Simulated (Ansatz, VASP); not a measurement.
**One calculation of SiO2, two programs**

```
Si O
1.0
     4.18929    0.00000    0.00000
     0.00000    4.18929    0.00000
     0.00000    0.00000    2.67018
Si O
2 4
Cartesian
  0.0000 0.0000 0.0000
  2.0946 2.0946 1.3351
  1.2815 1.2815 0.0000
  0.8131 3.3761 1.3351
  2.9078 2.9078 0.0000
  3.3761 0.8131 1.3351
```

Alike in both runs: task single point; functional LDA; k mesh 6 × 6 × 9; no spin polarisation.

|  | VASP | Ansatz |
| --- | --- | --- |
| version | VASP 6.6.1 | Ansatz 0.2.0 |
| potentials or method | VASP PAW LDA potentials, release 64 (Si, O) | PAW plane waves |
| plane-wave cutoff (eV) | 520 | 420 |
| occupations | fermi-dirac, width 0.1 eV | fermi-dirac |
| valence electrons in the cell | 32 | 32 |

Ansatz gave:

```
gap on the k mesh at the Fermi level (eV)       : 5.48
pressure (GPa)                                  : -6.0
largest component of the traceless stress (GPa) : 0.51
rms of the force components (eV/Å)              : 0.047
```

Question: What did VASP give for the same quantities?

Answer: gap on the k mesh at the Fermi level (eV): 5.49; pressure (GPa): -5.0; largest component of the traceless stress (GPa): 1.13; rms of the force components (eV/Å): 0.028.

Atom by atom the forces differ by 0.018 eV/Å (rms over components).

Caveats: an odd mesh through Γ misses points on the zone boundary, where band edges often lie.
